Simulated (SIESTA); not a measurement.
CdSe (Cadmoselite):

```
Cd Se
1.0
     4.30000    0.00000    0.00000
    -2.15000    3.72391    0.00000
     0.00000    0.00000    7.02000
Cd Se
2 2
Direct
  0.66667 0.33333 0.50000
  0.33333 0.66667 0.00000
  0.66667 0.33333 0.88500
  0.33333 0.66667 0.38500
```

Base run:

| Quantity | Value |
| --- | --- |
| Program | SIESTA 5.4.2 |
| Functional | RGE2 |
| Potentials or basis | PseudoDojo 0.4 standard (PBE files) |
| Basis | DZP (energy shift 0.002 Ry) |
| Grid cutoff | 800 Ry |
| Energy shift | 0.002 Ry |
| k mesh | 7 × 7 × 4 |
| Occupations | fermi-dirac, width 0.05 eV |
| Spin | no spin polarisation |

Its results: band gap on the k mesh 0.96 eV, direct; pressure 2.4 GPa; largest force 0.321 eV/Å.

Q: The run is repeated on the same cell with these changes: functional from RGE2 to vdW-DF-C09. What comes out?

A: Band gap on the k mesh 0.83 eV, direct; pressure 1.4 GPa; largest force 0.328 eV/Å.

Caveats: semicore shells carry a single zeta, which can move pressures by several GPa and volumes by a few percent; the potentials were made for another functional, which shifts forces and pressure; the basis of atomic orbitals isn't converged, which shifts pressures, moduli and gaps.

Not every run made on this cell is shown here.
